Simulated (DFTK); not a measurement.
Wanted: the native input for a DFTK 0.8.2 run.

```
Task                         : single point
Functional                   : PBE
Potentials or basis          : dojo.nc.sr.pbe.v0_4_1.standard.upf (PBE)
Cutoff                       : 980 eV
k mesh                       : 11 × 11 × 6
Occupations                  : fermi-dirac, width 0.05 eV
Spin                         : no spin polarisation
Valence electrons            : Re 15
SCF tolerance on the density : 1e-06
```

Crystal: Re.

```xyz
2
Lattice="2.7608 0.0000 0.0000 -1.3804 2.3909 0.0000 0.0000 0.0000 4.4582" Properties=species:S:1:pos:R:3 pbc="T T T"
Re    1.4005    0.7550    3.4064
Re   -0.0082    1.5914    1.0882
```

The cell isn't the ideal one: atoms moved at random, drawn with an rms of 0.05 Å.

These files were run (other wordings do the same):

run.jl

```julia
using DFTK
using PseudoPotentialData
using Unitful, UnitfulAtomic
using LinearAlgebra, Printf
include("save.jl")
disable_threading()

# lattice vectors are the columns
lattice = austrip(1u"Å") * [        2.7608        -1.3804            0.0;
                      0.0   2.3909229348            0.0;
                      0.0            0.0         4.4582]
symbols   = [:Re, :Re]
positions = [[0.665191, 0.315792, 0.764074],
             [0.329836, 0.665608, 0.244094]]
pseudopotentials = PseudoFamily("dojo.nc.sr.pbe.v0_4_1.standard.upf")
elements = Dict(s => ElementPsp(s, pseudopotentials) for s in unique(symbols))
atoms    = [elements[s] for s in symbols]

build_model(lattice, positions; symmetries=true) =
    model_DFT(lattice, atoms, positions;
              functionals=PBE(),
              temperature=austrip(0.05u"eV"),
              smearing=Smearing.FermiDirac(),
              symmetries)
Ecut  = 36.0  # hartree
kgrid = [11, 11, 6]
tol   = 1e-6
to_GPa = ustrip(uconvert(u"GPa", 1u"hartree/bohr^3"))

model = build_model(lattice, positions)
basis = PlaneWaveBasis(model; Ecut, kgrid)
display(basis)
scfres = self_consistent_field(basis;
                               tol,
                               nbandsalg=AdaptiveBands(model; n_bands_converge=20))
display(scfres.energies)
@printf "Fermi level: %.6f eV\n" ustrip(auconvert(u"eV", something(scfres.εF, NaN)))
forces = compute_forces_cart(scfres)
println("Forces (eV/Å)")
for (s, f) in zip(symbols, forces)
    @printf "%-3s %12.6f %12.6f %12.6f\n" s ustrip.(auconvert.(u"eV/Å", f))...
end
stress = compute_stresses_cart(scfres)
println("Stress (GPa)")
display(round.(stress * to_GPa; digits=4))
println("Levels at the first k-point (eV): ", round.(ustrip.(auconvert.(u"eV", scfres.eigenvalues[1][1:scfres.n_bands_converge])); digits=4))
save_scf!(scfres; forces, stress)
```

Potentials or basis: dojo.nc.sr.pbe.v0_4_1.standard.upf (PBE).

Run with:

```bash
$ julia --threads=1 run.jl  # save.jl only writes the numbers to a file and isn't shown; printed stress counts tension as positive; times include loading and compiling
```

Results of the run:

| Item | Value |
| --- | --- |
| Pressure | 7.2 GPa |
| Largest force | 0.556 eV/Å |
| Band gap on the k mesh | none (metal or under the smearing width) |

It took 21 min on 1 thread of Intel(R) Xeon(R) 6975P-C (Granite Rapids), on a shared host, peak memory 8.8 GiB.
